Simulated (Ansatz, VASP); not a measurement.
**AlN in VASP and in Ansatz**

INCAR

```
PREC = Accurate
ENCUT = 520
EDIFF = 1E-6
ISMEAR = 0
SIGMA = 0.01
LREAL = False
LASPH = True
NELM = 100
ALGO = Normal
ISIF = 2
LWAVE = False
LCHARG = True
GGA = PE
LELF = True
LVHAR = True
NBANDS = 26
```

Contents of KPOINTS:

```
regular mesh
0
Gamma
  4 3 3
```

File POSCAR:

```
AlN
1.0
    3.2500000000      0.0000000000      0.0000000000
    0.0000000000      5.2100000000      0.0000000000
    0.0000000000      0.0000000000      5.2525200000
Al N
4 4
Direct
    0.0000000000      0.0017250000      0.0017410000
    0.5000000000      0.5017250000      0.1649260000
    0.5000000000      0.0017250000      0.5017410000
    0.0000000000      0.5017250000      0.6649260000
    0.0000000000      0.3782750000      0.0067320000
    0.5000000000      0.8782750000      0.1599350000
    0.5000000000      0.3782750000      0.5067320000
    0.0000000000      0.8782750000      0.6599350000
```

Input for Ansatz:

```yaml
crystal:
  lattice:
    - [3.25, 0.0, 0.0]
    - [0.0, 5.21, 0.0]
    - [0.0, 0.0, 5.25252]
  atoms:
    - { symbol: Al, position: [0.0, 0.001725, 0.001741] }
    - { symbol: "N", position: [0.0, 0.378275, 0.006732] }
    - { symbol: Al, position: [0.5, 0.501725, 0.164926] }
    - { symbol: "N", position: [0.5, 0.878275, 0.159935] }
    - { symbol: Al, position: [0.5, 0.001725, 0.501741] }
    - { symbol: "N", position: [0.5, 0.378275, 0.506732] }
    - { symbol: Al, position: [0.0, 0.501725, 0.664926] }
    - { symbol: "N", position: [0.0, 0.878275, 0.659935] }
scf:
  occupations: { method: fixed }
  n_extra_bands: 4
output:
  write_density: true
  write_potential: true
  elf: true
  volumetric_format: npy
kpoints:
  mp_grid: { grid: [4, 3, 3] }
hamiltonian:
  xc: pbe
```

Alike in both runs: task single point; functional PBE; k mesh 4 × 3 × 3; no spin polarisation.

```csv
,VASP,Ansatz
version,VASP 6.6.1,Ansatz 0.2.0
potentials or method,"VASP PAW PBE potentials, release 64 (Al, N)","scalar-relativistic, plane waves, PAW"
plane-wave cutoff (eV),520,420
occupations,"gaussian, width 0.01 eV",fixed
valence electrons in the cell,32,32
```

```csv
,VASP,Ansatz,Ansatz less VASP
gap on the k mesh at the Fermi level (eV),3.47,3.46,-0.005
least direct gap on the mesh (eV),3.47,3.46,-0.005
```

Caveats: the k mesh is coarse (spacing up to 0.48 Å⁻¹), so the values aren't converged. PBE gaps usually lie below the measured ones, often by a third to a half.
